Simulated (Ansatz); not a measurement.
# CuAu under changes of volume

One of the cells (14.556 Å³/atom); the others are scaled copies at fixed shape and fractional positions:

```xyz
2
Lattice="2.8107 0.0000 0.0000 0.0000 2.8107 0.0000 0.0000 0.0000 3.6850" Properties=species:S:1:pos:R:3 pbc="T T T"
Au    0.0000    0.0000    0.0000
Cu    1.4054    1.4054    1.8425
```

| Quantity | Value |
| --- | --- |
| Program | Ansatz 0.2.0 |
| Functional | PBE0 |
| Potentials or basis | Ansatz PAW |
| Cutoff | 420 eV (not typed: the program's choice for these potentials) |
| k mesh | 6 × 6 × 4 |
| Occupations | fermi-dirac, width 0.05 eV |
| Spin | no spin polarisation |

```tsv
volume (Å³/atom)	energy over the lowest point (meV/atom)	pressure (GPa)
13.683	?	?
13.974	24.58	9.7
14.265	10.44	5.9
14.556	2.91	3.1
14.847	0.00	0.1
15.139	2.20	-2.5
15.430	8.92	-4.8
```

Q: What does the run at 13.683 Å³/atom give?

A: Energy over the lowest point 47.36 meV/atom; pressure 13.5 GPa.

Worked out: A Birch-Murnaghan fit of order 3 (a polynomial in V^(-2/3)) to the other rows has its minimum at 14.85 Å³/atom with B0 = V·E''(V) = 135 GPa and B' = 4.1 at fixed shape and positions, which overstates the stiffness. It gives 44.95 meV/atom at 13.683 Å³/atom, against the run's 47.36, and -dE/dV = 13.2 GPa, against 13.5.

Energies are extrapolated to zero smearing.

Caveats: all runs use coarse meshes; the PAW data sets come from PBE, with cores solved anew for the run's functional, which leaves a small shift of forces and pressure; the thresholds are loose for stress.
